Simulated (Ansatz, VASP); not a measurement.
# Two plane-wave programs on ZnS

```
CELL_PARAMETERS angstrom
2.67495 2.67495 0.00000
-2.67495 2.67495 0.00000
0.00000 2.67495 2.61559
ATOMIC_POSITIONS crystal
Zn 0.75000 0.25000 0.50000
S 0.00000 0.00000 0.00000
```

Change from the starting cell: in-plane strain +0.01, out-of-plane length and atoms relaxed by PAW.

Alike in both runs: functional LDA; k mesh 8 × 8 × 8; no spin polarisation.

Ansatz relaxed the structure, and its values are those at the end. VASP's run is a single point on that final structure, the one shown.

|  | VASP | Ansatz |
| --- | --- | --- |
| version | VASP 6.6.1 | Ansatz 0.2.0 |
| potentials or method | VASP PAW LDA potentials, release 64 (Zn, S) | PAW with Ansatz's default frozen-core files, scalar-relativistic |
| plane-wave cutoff (eV) | 520 | 420 |
| occupations | gaussian, width 0.01 eV | fixed |
| valence electrons in the cell | 18 | 18 |

|  | VASP | Ansatz | Ansatz less VASP |
| --- | --- | --- | --- |
| pressure (GPa) | -0.4 | -0.7 | -0.23 |
